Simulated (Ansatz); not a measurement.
Input and command of a calculation in Ansatz (plane waves; scalar-relativistic PAW potentials unless the input names others):

```yaml
crystal:
  lattice:
    - [0.0, 3.205, 3.0127]
    - [3.205, 0.0, 3.0127]
    - [3.205, 3.205, 0.0]
  atoms:
    - { symbol: Cd, position: [0.0, 0.0, 0.0] }
    - { symbol: Te, position: [0.75, 0.75, 0.75] }
basis:
  ecutwfc: 500
  xc_grid: 1
kpoints:
  mp_grid: { grid: [8, 8, 8] }
hamiltonian:
  xc: r2scan
scf:
  occupations: { method: gaussian, width: 0.05 }
  convergence: { dr2_threshold: 1.0e-09 }
output:
  forces: true
  eigenvalues: true
  stress: true
```

```bash
ansatz run input.yaml --threads 1 --pin off --max-ram 2560MiB --backend cpu --events-out ev --progress --plain --runs-dir out
```

Abridged log:
```
Warning: output.stress: scf.convergence.dr2_threshold = 1e-9 eV is looser than the 2e-10 eV advised for a printed stress (1e-10 eV for each atom of the cell: 2). ...
Basis set: ecut = 500 eV, 1559 PW (Γ)
Bands: 22, of which v1, the nominal top of the filled ones, is band 18 counted from 1 (17 counted from 0)
Symmetry: 8 space group operations
k-points: 59 of 512 (time reversal used)
SCF iter   1: F=—  HF=-15263.957084 eV  |F-HF|=—  |Δ(HF+E_count)|=         —  Δρ=4.64e-3  dr2=8.21e-3  dr2_τ=1.11e-2  ethr=1.77e-3  ⟨swp⟩=6.1  Hψ=6216  notcnv=0
SCF iter   2: F=—  HF=-15263.966725 eV  |F-HF|=—  |Δ(HF+E_count)|=   9.64e-3  Δρ=2.42e-3  dr2=1.48e-3  dr2_τ=3.35e-4  ethr=2.28e-5  ⟨swp⟩=3.0  Hψ=3114  notcnv=0
SCF iter   3: F=—  HF=-15263.967247 eV  |F-HF|=—  |Δ(HF+E_count)|=   5.22e-4  Δρ=1.16e-3  dr2=3.70e-4  dr2_τ=4.77e-5  ethr=4.12e-6  ⟨swp⟩=2.0  Hψ=1764  notcnv=0
SCF iter   4: F=—  HF=-15263.967457 eV  |F-HF|=—  |Δ(HF+E_count)|=   2.11e-4  Δρ=1.01e-4  dr2=6.82e-6  dr2_τ=3.97e-7  ethr=1.03e-6  ⟨swp⟩=2.0  Hψ=2360  notcnv=0
SCF iter   5: F=—  HF=-15263.967440 eV  |F-HF|=—  |Δ(HF+E_count)|=   1.69e-5  Δρ=3.25e-5  dr2=2.59e-7  dr2_τ=2.30e-8  ethr=1.90e-8  ⟨swp⟩=3.0  Hψ=2394  notcnv=0
SCF iter   6: F=—  HF=-15263.967437 eV  |F-HF|=—  |Δ(HF+E_count)|=   3.77e-6  Δρ=4.78e-6  dr2=8.73e-9  dr2_τ=1.85e-9  ethr=7.20e-10  ⟨swp⟩=2.0  Hψ=1838  notcnv=0
SCF iter   7: F=-15263.967437 eV  HF=-15263.967437 eV  |F-HF|=1.52e-9  |Δ(HF+E_count)|=   1.32e-8  Δρ=1.39e-6  dr2=8.15e-10  dr2_τ=9.01e-11  ethr=2.78e-12  ⟨swp⟩=5.7  Hψ=5152  notcnv=0
SCF 1 converged in 7 iterations: F = -15263.967437 eV  dr2 = 8.15e-10
SCF converged after 7 iterations
Free energy (F): -15263.967437 eV
Harris-Foulkes:  -15263.967437 eV  (|F-HF|=1.52e-9)
Internal energy: -15263.967437 eV  (E = F + TS)
E sigma→0 (E₀):  -15263.967437 eV
Fermi energy:    9.493933 eV
--- Forces (eV/Å), atoms counted from 1 ---
  atom   1  Cd     0.00000000     0.00000000     0.00000000
  atom   2  Te     0.00000000     0.00000000     0.00000000
--- Stress (GPa, compression-positive) ---
        6.828220       0.000000       0.000000
        0.000000       6.828220       0.000000
        0.000000       0.000000       7.342396
  P = ⅓ Tr σ = 6.9996 GPa (69.996 kbar)
```

Apart from outputs and empty bands, the input differs from a reference run on usual settings in basis.xc_grid: not typed → 1; scf.convergence.dr2_threshold: not typed → 1e-09. The reference, at the same geometry (not necessarily relaxed), gave pressure 7.00 GPa, largest force 0.000 eV/Å, gap on the mesh 1.45 eV. This run converged in 7 SCF iterations (reference: 6) with an energy at zero smearing 0.16 meV/atom below the reference's, pressure 7.00 GPa, largest force 0.000 eV/Å, gap on the mesh 1.45 eV.

It took 29 s on 1 thread of Intel(R) Xeon(R) Processor @ 2.50GHz (Skylake/Cascade Lake), on a shared host, peak memory 0.44 GiB.